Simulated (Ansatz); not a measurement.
# MoS2 (P6_3/mmc): one cell under locks on the spin (series 2)

What does it cost to force the spins of MoS2 (P6_3/mmc) into other sizes and orders? Cell and atoms stay fixed.

Method: DFT LDA+U (U_eff = 4 eV on Mo d), plane waves, PAW, in Ansatz 0.2.0.

## 1. Starting point

The structure is hexagonal, space group P6_3/mmc (No. 194). The conventional cell has a = 3.161 Å, b = 3.161 Å, c = 12.295 Å, α = 90.00°, β = 90.00°, γ = 120.00°. Around Mo (site symmetry -6m2) lie 6 S at 2.37 Å. S (site symmetry 3m) is surrounded by 3 Mo at 2.37 Å.

As a file:

```cif
data_structure
_symmetry_space_group_name_H-M 'P 1'
_symmetry_Int_Tables_number 1
_cell_length_a 3.1610
_cell_length_b 3.1610
_cell_length_c 12.2950
_cell_angle_alpha 90.000
_cell_angle_beta 90.000
_cell_angle_gamma 120.000
_cell_volume 106.39
loop_
_atom_site_label
_atom_site_type_symbol
_atom_site_fract_x
_atom_site_fract_y
_atom_site_fract_z
_atom_site_occupancy
Mo1 Mo 0.33333 0.66667 0.25000 1
Mo2 Mo 0.66667 0.33333 0.75000 1
S1 S 0.33333 0.66667 0.62750 1
S2 S 0.66667 0.33333 0.12750 1
S3 S 0.33333 0.66667 0.87250 1
S4 S 0.66667 0.33333 0.37250 1
```

The runs: antiferromagnetic start, free; ferrimagnetic site moments held at first, then free; antiferromagnetic site moments held at first, then free; no spin polarisation; total moment locked at zero, no site moments, 0.00 μB per cell; antiferromagnetic directions held.

An earlier series on this cell reached its lowest free state from «ferromagnetic start, free, natural orbitals of the symmetric run filled by rank», perhaps among other starts (it ended without moments).

## 2. Antiferromagnetic start, free

Contents of input.yaml:

```yaml
crystal:
  lattice:
    - [3.16100152, 0.0, 0.0]
    - [-1.58050076, 2.73750762, 0.0]
    - [0.0, 0.0, 12.2949997]
  atoms:
    - { symbol: Mo, position: [0.3333333333, 0.6666666667, 0.25], spin: 2.0 }
    - { symbol: Mo, position: [0.6666666667, 0.3333333333, 0.75], spin: -2.0 }
    - { symbol: S, position: [0.3333333333, 0.6666666667, 0.6275] }
    - { symbol: S, position: [0.6666666667, 0.3333333333, 0.1275] }
    - { symbol: S, position: [0.3333333333, 0.6666666667, 0.8725] }
    - { symbol: S, position: [0.6666666667, 0.3333333333, 0.3725] }
basis:
  ecutwfc: 420
  ecutrho_ratio: 4
kpoints:
  mp_grid: { grid: [7, 7, 2] }
hamiltonian:
  xc: lda
  hubbard:
    sites:
      - { site: 0, l: d, u_eff: 4.0, starting_ns: [{ spin: up, occupation_matrix: s0up }, { spin: down, occupation_matrix: s0down }] }
      - { site: 1, l: d, u_eff: 4.0, starting_ns: [{ spin: up, occupation_matrix: s1up }, { spin: down, occupation_matrix: s1down }] }
    occupation_matrices:
      s0up:
        matrix:
          - [0.97, 0.0, 0.0, 0.0, 0.0]
          - [0.0, 0.02, 0.0, 0.0, 0.0]
          - [0.0, 0.0, 0.02, 0.0, 0.0]
          - [0.0, 0.0, 0.0, 0.02, 0.0]
          - [0.0, 0.0, 0.0, 0.0, 0.97]
      s0down:
        matrix:
          - [0.02, 0.0, 0.0, 0.0, 0.0]
          - [0.0, 0.02, 0.0, 0.0, 0.0]
          - [0.0, 0.0, 0.02, 0.0, 0.0]
          - [0.0, 0.0, 0.0, 0.02, 0.0]
          - [0.0, 0.0, 0.0, 0.0, 0.02]
      s1up:
        matrix:
          - [0.02, 0.0, 0.0, 0.0, 0.0]
          - [0.0, 0.02, 0.0, 0.0, 0.0]
          - [0.0, 0.0, 0.02, 0.0, 0.0]
          - [0.0, 0.0, 0.0, 0.02, 0.0]
          - [0.0, 0.0, 0.0, 0.0, 0.02]
      s1down:
        matrix:
          - [0.97, 0.0, 0.0, 0.0, 0.0]
          - [0.0, 0.02, 0.0, 0.0, 0.0]
          - [0.0, 0.0, 0.02, 0.0, 0.0]
          - [0.0, 0.0, 0.0, 0.02, 0.0]
          - [0.0, 0.0, 0.0, 0.0, 0.97]
    ns_hold: { iters: 8 }
scf:
  occupations: { method: gaussian, width: 0.05 }
  lower_state_search: "off"
  max_iter: 150
output:
  forces: true
  stress: true
  eigenvalues: true
  populations: true
  hubbard: { sites: [{ site: 0, l: d }, { site: 1, l: d }] }
  write_density: true
  write_potential: true
  elf: true
  volumetric_format: npy
magnetization:
  spin_polarized: true
```

The typed matrices put 0.97 on the chosen orbitals and 0.02 on the others, and are held for 8 cycles.

Started as:

```sh
ansatz run input.yaml --threads 4 --pin off --max-ram 6144MiB --backend cpu --events-out ev --progress --plain --runs-dir out
```

The log of the run (excerpt; [...] marks lines left out):

```text
Warning: crystal.symmetry: narrowed to the stabiliser of the occupation matrices — unitary ops 12 → 4, anti-unitary 12 → 4; lowered by the specified shells (site 0, l: d), (site 1, l: d); largest admitted image defect 4.4e-16, smallest excluded 7.1e-1 — at a splitting's scale: the group [...]
Warning: RAYON_NUM_THREADS=4 ignored (pool sized by the plan → 4); use --threads N
Mo: projections on atomic orbitals take those of the free atom [Ar 3d10] 4s2 4p6 4d5 5s1, of charge +0.00 (hamiltonian.pseudopotentials.projection_atoms); the dataset's partial waves leave at most 6.0e-6 of an orbital's norm unspanned inside its sphere
S: projections on atomic orbitals take those of the free atom [Ne] 3s2 3p4, of charge +0.00 (hamiltonian.pseudopotentials.projection_atoms); the dataset's partial waves leave at most 1.6e-7 of an orbital's norm unspanned inside its sphere
[...]
Pseudopotentials: kind: paw
Pseudopotential: Mo, paw, valence charge 14, recommended cutoff 420 eV (normal), Mo.paw.azcp
Pseudopotential: S, paw, valence charge 6, recommended cutoff 420 eV (normal), S.paw.azcp
Functional definition: SPW92
[...]
Crystal: 6 atoms, lattice volume = 106.392 Å³
Basis set: ecut = 420 eV, 2057 PW (Γ)
Bands: 34, of which v1, the nominal top of the filled ones, is band 26 counted from 1 (25 counted from 0)
Symmetry: 4 space group operations
k-points: 32 of 98 (time reversal used)
[...]
Starting moments: Σ|m| = 4 μB on 2 of 6 sites
[...]
SCF iter   1: F=—  HF=-13157.192765 eV  |F-HF|=—  |Δ(HF+E_count)|=         —  Δρ=6.65e-2 (↑6.65e-2 ↓6.65e-2)  dr2=1.94e1  dr2_m=1.58e0  M=-0.000 μB ∫|m|=2.378 μB  β_m=0.30  ethr=3.10e-3  ⟨swp⟩=6.2  Hψ=9800  notcnv=0
[...]
spin=Collinear: Kerker preconditioning applied to the charge; magnetization (m = ρ↑ − ρ↓) channel mixes plain (no charge-response kernel on spin).
[...]
WARN: the starting moments were not kept: the SCF closed with an absolute magnetisation of 1.2e-5 μB, where they sum to 4 μB in size (2 sites). That is at most 0.1 of that sum. Measured as dr2_m measures the in/out step, that magnetisation stands 1.4e-11 eV from none, at or under the [...]
WARN: hamiltonian.hubbard: on 4 of 4 specified blocks the occupation matrix of this SCF's result fails the test of the specified filling. At site 0 ↑ (sites count from 0 in the list of atoms of the cell that this SCF solves) the least filled combination of the orbitals specified full has [...]
  atom   4  S      0.00000000     0.00000077    -0.73148949
  atom   5  S      0.00000000    -0.00000079     0.73148818
  atom   6  S      0.00000000     0.00000077     0.73148949
[...]
--- Stress (GPa, compression-positive) ---
       -1.284707       0.000000       0.000000
        0.000000      -1.284696       0.000000
        0.000000       0.000000       5.455029
  P = ⅓ Tr σ = 0.9619 GPa (9.619 kbar)
--- Band table (eV; the first three rows and the last of 64) ---
[...]
Occupation matrices written to <dir>
--- Löwdin populations: 6 sites ---
  site symbol       q [e]    m [muB]
     0     Mo     13.7427    -0.0000
     1     Mo     13.7427     0.0000
     2      S      6.0252    -0.0000
     3      S      6.0252     0.0000
     4      S      6.0252    -0.0000
     5      S      6.0252     0.0000
  spilling = 0.007954 (of n_electrons = 52.000000)
--- Occupation matrices: 2 shells (run DFT+U table (all-electron-ortho-atomic); ε = 6.64e-4) ---
  Mo0 d_4D: site group D3h (-6m2)
  Mo0 d_4D up     Tr n = 2.6221  λ = 0.472 0.472 0.532 0.532 0.614  [2× xz 0.50 E''(1.00) | 2× x2-y2 0.50 E'(1.00) | z2 1.00 A1'(1.00)]
  Mo0 d_4D dn     Tr n = 2.6221  λ = 0.472 0.472 0.532 0.532 0.614  [2× xz 0.50 E''(1.00) | 2× x2-y2 0.50 E'(1.00) | z2 1.00 A1'(1.00)]
  specified occupation → Mo0 d_4D up: matrix, ‖Δ‖_F = 0.9945, Tr Δ = -0.6221, displaced = 1.1048, d_λ = 0.9945; orbital distance = 0.7071
  specified occupation → Mo0 d_4D dn: matrix, ‖Δ‖_F = 1.1340, Tr Δ = -2.5221, displaced = 1.2610, d_λ = 1.1340; orbital distance = 0.0000
  Mo1 d_4D: site group D3h (-6m2)
  Mo1 d_4D up     Tr n = 2.6221  λ = 0.472 0.472 0.532 0.532 0.614  [2× xz 0.50 E''(1.00) | 2× x2-y2 0.50 E'(1.00) | z2 1.00 A1'(1.00)]
  Mo1 d_4D dn     Tr n = 2.6221  λ = 0.472 0.472 0.532 0.532 0.614  [2× xz 0.50 E''(1.00) | 2× x2-y2 0.50 E'(1.00) | z2 1.00 A1'(1.00)]
  specified occupation → Mo1 d_4D up: matrix, ‖Δ‖_F = 1.1340, Tr Δ = -2.5221, displaced = 1.2610, d_λ = 1.1340; orbital distance = 0.0000
  specified occupation → Mo1 d_4D dn: matrix, ‖Δ‖_F = 0.9945, Tr Δ = -0.6221, displaced = 1.1048, d_λ = 0.9945; orbital distance = 0.7071
  Tr n, λ and their labels are of the run-group-symmetrised matrices; stabiliser: 48 of 48 elements of G0×{1,Θ} (closed), max defect 5.5e-6 at τ = 1.4e-4
```

Wall time 34 s (4 threads of Arm Neoverse N1, shared host); peak memory 0.53 GiB.

Result: a gap on the mesh of 0.89 eV, pressure 1.0 GPa, no moment over 0.05 μB in any sphere, largest force component 0.73 eV/Å, 4 symmetry operations imposed. The program reports that the typed filling wasn't kept.

How the shells are filled (orbitals counted by the eigenvalues of the occupation matrices):

```csv
shell,channel,electrons,over 0.8,0.2 to 0.8,under 0.2
Mo 4d (atom 1),up,2.62,0,5,0
Mo 4d (atom 1),down,2.62,0,5,0
```

Density in a lattice plane of the grid's cell (edges 3.16 and 12.29 Å, at 0.333 of the third edge), which holds Mo and S.

Ten even steps from ' ' (0.04 e/Å³) to '@' (6.53 e/Å³):
```
            
            
            
      ::++::
      **@@**
      ::++::
            
            
            
            
            
      ......
      ..  ..
        ..  
  ..        
        ..  
      ..  ..
      ......
            
            
```
Columns run along the first of these edges and rows up along the second, over one cell in 6 and 20 even steps from the bottom left corner. Atoms in the plane (fractional): Mo at (0.67, 0.75), S at (0.67, 0.13), S at (0.67, 0.37).

ELF in the same plane.

Ten even steps from '0' (0.02) to '9' (0.94):
```
464000
786212
776322
252474
222737
252474
776322
786212
464000
000021
404999
716858
716717
212666
242111
212666
716717
716858
404999
000021
```
Columns run along the first of these edges and rows up along the second, over one cell in 6 and 20 even steps from the bottom left corner. Atoms in the plane (fractional): Mo at (0.67, 0.75), S at (0.67, 0.13), S at (0.67, 0.37).

Both are smooth fields of the valence electrons: close to the nuclei they are not physical.

Maxima of ELF outside the ion cores: 0.94 beside S, off the lines to its neighbours, 1.0 Å from S; 0.86 on the S–Mo line, 0.8 Å from S.

## 3. Ferrimagnetic site moments held at first, then free

Contents of input.yaml:

```yaml
crystal:
  lattice:
    - [3.16100152, 0.0, 0.0]
    - [-1.58050076, 2.73750762, 0.0]
    - [0.0, 0.0, 12.2949997]
  atoms:
    - { symbol: Mo, position: [0.3333333333, 0.6666666667, 0.25], spin: 2.0 }
    - { symbol: Mo, position: [0.6666666667, 0.3333333333, 0.75], spin: -0.8 }
    - { symbol: S, position: [0.3333333333, 0.6666666667, 0.6275] }
    - { symbol: S, position: [0.6666666667, 0.3333333333, 0.1275] }
    - { symbol: S, position: [0.3333333333, 0.6666666667, 0.8725] }
    - { symbol: S, position: [0.6666666667, 0.3333333333, 0.3725] }
basis:
  ecutwfc: 420
  ecutrho_ratio: 4
kpoints:
  mp_grid: { grid: [7, 7, 2] }
hamiltonian:
  xc: lda
  hubbard:
    sites: [{ site: 0, l: d, u_eff: 4.0 }, { site: 1, l: d, u_eff: 4.0 }]
scf:
  occupations: { method: gaussian, width: 0.05 }
  lower_state_search: "off"
  max_iter: 150
output:
  forces: true
  stress: true
  eigenvalues: true
  populations: true
  hubbard: { sites: [{ site: 0, l: d }, { site: 1, l: d }] }
magnetization:
  spin_polarized: true
  spin_locking: { lock_spins: true, n_iters: 12 }
```

The lock is temporary (n_iters 12) and is released on the way.

Started as:

```sh
ansatz run input.yaml --threads 4 --pin off --max-ram 6144MiB --backend cpu --events-out ev --progress --plain --runs-dir out
```

The log of the run (excerpt; [...] marks lines left out):

```text
Warning: output.stress: scf.convergence.dr2_threshold = 1e-7 eV (the SCF's general default) is looser than the 6e-10 eV advised for a printed stress (1e-10 eV for each atom of the cell: 6). What an SCF threshold leaves in a stress goes as its square root, and in the free energy as the [...]
Warning: RAYON_NUM_THREADS=4 ignored (pool sized by the plan → 4); use --threads N
Mo: projections on atomic orbitals take those of the free atom [Ar 3d10] 4s2 4p6 4d5 5s1, of charge +0.00 (hamiltonian.pseudopotentials.projection_atoms); the dataset's partial waves leave at most 6.0e-6 of an orbital's norm unspanned inside its sphere
S: projections on atomic orbitals take those of the free atom [Ne] 3s2 3p4, of charge +0.00 (hamiltonian.pseudopotentials.projection_atoms); the dataset's partial waves leave at most 1.6e-7 of an orbital's norm unspanned inside its sphere
[...]
[... 4 set-up lines as earlier in the session ...]
[...]
Crystal: 6 atoms, lattice volume = 106.392 Å³
[...]
WARN: the starting moments were not kept: the SCF closed with an absolute magnetisation of 2.6e-5 μB, where they sum to 2.8 μB in size (2 sites). That is at most 0.1 of that sum. Measured as dr2_m measures the in/out step, that magnetisation stands 8.5e-11 eV from none, at or under the [...]
        0.000000      -1.284786       0.000000
        0.000000       0.000000       5.454834
  P = ⅓ Tr σ = 0.9618 GPa (9.618 kbar)
--- Band table (eV; the first three rows and the last of 32) ---
[...]
Occupation matrices written to <dir>
--- Löwdin populations: 6 sites ---
  site symbol       q [e]    m [muB]
     0     Mo     13.7427    -0.0000
     1     Mo     13.7427     0.0000
     2      S      6.0252    -0.0000
     3      S      6.0252     0.0000
     4      S      6.0252    -0.0000
     5      S      6.0252     0.0000
  spilling = 0.007954 (of n_electrons = 52.000000)
--- Occupation matrices: 2 shells (run DFT+U table (all-electron-ortho-atomic); ε = 9.24e-4) ---
  Mo0 d_4D: site group D3h (-6m2)
  Mo0 d_4D up     Tr n = 2.6221  λ = 0.472 0.472 0.532 0.532 0.614  [2× xz 0.50 E''(1.00) | 2× x2-y2 0.50 E'(1.00) | z2 1.00 A1'(1.00)]
  Mo0 d_4D dn     Tr n = 2.6221  λ = 0.472 0.472 0.532 0.532 0.614  [2× xz 0.50 E''(1.00) | 2× x2-y2 0.50 E'(1.00) | z2 1.00 A1'(1.00)]
  Mo1 d_4D: site group D3h (-6m2)
  Mo1 d_4D up     Tr n = 2.6221  λ = 0.472 0.472 0.532 0.532 0.614  [2× xz 0.50 E''(1.00) | 2× x2-y2 0.50 E'(1.00) | z2 1.00 A1'(1.00)]
  Mo1 d_4D dn     Tr n = 2.6221  λ = 0.472 0.472 0.532 0.532 0.614  [2× xz 0.50 E''(1.00) | 2× x2-y2 0.50 E'(1.00) | z2 1.00 A1'(1.00)]
  Tr n, λ and their labels are of the run-group-symmetrised matrices; stabiliser: 48 of 48 elements of G0×{1,Θ} (closed), max defect 1.5e-5 at τ = 2.0e-4
```

It took 17 s on 4 threads of Arm Neoverse N1, shared host; peak memory 0.44 GiB.

Result: a gap on the mesh of 0.89 eV, pressure 1.0 GPa, no moment over 0.05 μB in any sphere, largest force component 0.73 eV/Å, 12 symmetry operations imposed.

The shells' filling, with natural orbitals sorted by occupation:

```csv
shell,channel,electrons,over 0.8,0.2 to 0.8,under 0.2
Mo 4d (atom 1),up,2.62,0,5,0
Mo 4d (atom 1),down,2.62,0,5,0
```

## 4. Antiferromagnetic site moments held at first, then free

input.yaml, as its differences from that of step 3:

```diff
@@ -7,3 +7,3 @@
     - { symbol: Mo, position: [0.3333333333, 0.6666666667, 0.25], spin: 2.0 }
-    - { symbol: Mo, position: [0.6666666667, 0.3333333333, 0.75], spin: -0.8 }
+    - { symbol: Mo, position: [0.6666666667, 0.3333333333, 0.75], spin: -2.0 }
     - { symbol: S, position: [0.3333333333, 0.6666666667, 0.6275] }
@@ -20,3 +20,35 @@
   hubbard:
-    sites: [{ site: 0, l: d, u_eff: 4.0 }, { site: 1, l: d, u_eff: 4.0 }]
+    sites:
+      - { site: 0, l: d, u_eff: 4.0, starting_ns: [{ spin: up, occupation_matrix: s0up }, { spin: down, occupation_matrix: s0down }] }
+      - { site: 1, l: d, u_eff: 4.0, starting_ns: [{ spin: up, occupation_matrix: s1up }, { spin: down, occupation_matrix: s1down }] }
+    occupation_matrices:
+      s0up:
+        matrix:
+          - [0.97, 0.0, 0.0, 0.0, 0.0]
+          - [0.0, 0.02, 0.0, 0.0, 0.0]
+          - [0.0, 0.0, 0.02, 0.0, 0.0]
+          - [0.0, 0.0, 0.0, 0.02, 0.0]
+          - [0.0, 0.0, 0.0, 0.0, 0.97]
+      s0down:
+        matrix:
+          - [0.02, 0.0, 0.0, 0.0, 0.0]
+          - [0.0, 0.02, 0.0, 0.0, 0.0]
+          - [0.0, 0.0, 0.02, 0.0, 0.0]
+          - [0.0, 0.0, 0.0, 0.02, 0.0]
+          - [0.0, 0.0, 0.0, 0.0, 0.02]
+      s1up:
+        matrix:
+          - [0.02, 0.0, 0.0, 0.0, 0.0]
+          - [0.0, 0.02, 0.0, 0.0, 0.0]
+          - [0.0, 0.0, 0.02, 0.0, 0.0]
+          - [0.0, 0.0, 0.0, 0.02, 0.0]
+          - [0.0, 0.0, 0.0, 0.0, 0.02]
+      s1down:
+        matrix:
+          - [0.97, 0.0, 0.0, 0.0, 0.0]
+          - [0.0, 0.02, 0.0, 0.0, 0.0]
+          - [0.0, 0.0, 0.02, 0.0, 0.0]
+          - [0.0, 0.0, 0.0, 0.02, 0.0]
+          - [0.0, 0.0, 0.0, 0.0, 0.97]
+    ns_hold: { iters: 8 }
 scf:
```

The typed matrices put 0.97 on the chosen orbitals and 0.02 on the others, and are held for 8 cycles. The lock is temporary (n_iters 12) and is released on the way.

Started as:

```sh
ansatz run input.yaml --threads 4 --pin off --max-ram 6144MiB --backend cpu --events-out ev --progress --plain --runs-dir out
```

The log of the run (excerpt; [...] marks lines left out):

```text
Warning: crystal.symmetry: narrowed to the stabiliser of the occupation matrices — unitary ops 12 → 4, anti-unitary 12 → 4; lowered by the specified shells (site 0, l: d), (site 1, l: d); largest admitted image defect 4.4e-16, smallest excluded 7.1e-1 — at a splitting's scale: the group [...]
Warning: output.stress: scf.convergence.dr2_threshold = 1e-7 eV (the SCF's general default) is looser than the 6e-10 eV advised for a printed stress (1e-10 eV for each atom of the cell: 6). What an SCF threshold leaves in a stress goes as its square root, and in the free energy as the [...]
Warning: RAYON_NUM_THREADS=4 ignored (pool sized by the plan → 4); use --threads N
Mo: projections on atomic orbitals take those of the free atom [Ar 3d10] 4s2 4p6 4d5 5s1, of charge +0.00 (hamiltonian.pseudopotentials.projection_atoms); the dataset's partial waves leave at most 6.0e-6 of an orbital's norm unspanned inside its sphere
S: projections on atomic orbitals take those of the free atom [Ne] 3s2 3p4, of charge +0.00 (hamiltonian.pseudopotentials.projection_atoms); the dataset's partial waves leave at most 1.6e-7 of an orbital's norm unspanned inside its sphere
[...]
[... 4 set-up lines as earlier in the session ...]
[...]
Crystal: 6 atoms, lattice volume = 106.392 Å³
[...]
WARN: the starting moments were not kept: the SCF closed with an absolute magnetisation of 2.6e-5 μB, where they sum to 4 μB in size (2 sites). That is at most 0.1 of that sum. Measured as dr2_m measures the in/out step, that magnetisation stands 9.0e-11 eV from none, at or under the [...]
WARN: hamiltonian.hubbard: on 4 of 4 specified blocks the occupation matrix of this SCF's result fails the test of the specified filling. At site 0 ↑ (sites count from 0 in the list of atoms of the cell that this SCF solves) the least filled combination of the orbitals specified full has [...]
--- Löwdin populations: 6 sites ---
  site symbol       q [e]    m [muB]
     0     Mo     13.7427     0.0000
     1     Mo     13.7427    -0.0000
     2      S      6.0252     0.0000
     3      S      6.0252    -0.0000
     4      S      6.0252     0.0000
     5      S      6.0252    -0.0000
  spilling = 0.007954 (of n_electrons = 52.000000)
--- Occupation matrices: 2 shells (run DFT+U table (all-electron-ortho-atomic); ε = 1.30e-3) ---
  Mo0 d_4D: site group D3h (-6m2)
  Mo0 d_4D up     Tr n = 2.6221  λ = 0.472 0.472 0.532 0.532 0.614  [2× xz 0.50 E''(1.00) | 2× x2-y2 0.50 E'(1.00) | z2 1.00 A1'(1.00)]
  Mo0 d_4D dn     Tr n = 2.6221  λ = 0.472 0.472 0.532 0.532 0.614  [2× xz 0.50 E''(1.00) | 2× x2-y2 0.50 E'(1.00) | z2 1.00 A1'(1.00)]
  specified occupation → Mo0 d_4D up: matrix, ‖Δ‖_F = 0.9945, Tr Δ = -0.6221, displaced = 1.1048, d_λ = 0.9945; orbital distance = 0.7071
  specified occupation → Mo0 d_4D dn: matrix, ‖Δ‖_F = 1.1340, Tr Δ = -2.5221, displaced = 1.2610, d_λ = 1.1340; orbital distance = 0.0000
  Mo1 d_4D: site group D3h (-6m2)
  Mo1 d_4D up     Tr n = 2.6221  λ = 0.472 0.472 0.532 0.532 0.614  [2× xz 0.50 E''(1.00) | 2× x2-y2 0.50 E'(1.00) | z2 1.00 A1'(1.00)]
  Mo1 d_4D dn     Tr n = 2.6221  λ = 0.472 0.472 0.532 0.532 0.614  [2× xz 0.50 E''(1.00) | 2× x2-y2 0.50 E'(1.00) | z2 1.00 A1'(1.00)]
  specified occupation → Mo1 d_4D up: matrix, ‖Δ‖_F = 1.1340, Tr Δ = -2.5221, displaced = 1.2610, d_λ = 1.1340; orbital distance = 0.0000
  specified occupation → Mo1 d_4D dn: matrix, ‖Δ‖_F = 0.9945, Tr Δ = -0.6221, displaced = 1.1048, d_λ = 0.9945; orbital distance = 0.7071
  Tr n, λ and their labels are of the run-group-symmetrised matrices; stabiliser: 48 of 48 elements of G0×{1,Θ} (closed), max defect 1.5e-5 at τ = 2.8e-4
```

Wall time 33 s (4 threads of Arm Neoverse N1, shared host); peak memory 0.52 GiB.

End state: a gap on the mesh of 0.89 eV, pressure 1.0 GPa, no moment over 0.05 μB in any sphere, largest force component 0.73 eV/Å, 4 symmetry operations imposed. The program reports that the typed filling wasn't kept.

The shells' filling, with natural orbitals sorted by occupation:

```csv
shell,channel,electrons,over 0.8,0.2 to 0.8,under 0.2
Mo 4d (atom 1),up,2.62,0,5,0
Mo 4d (atom 1),down,2.62,0,5,0
```

[end of part 1 of 2]
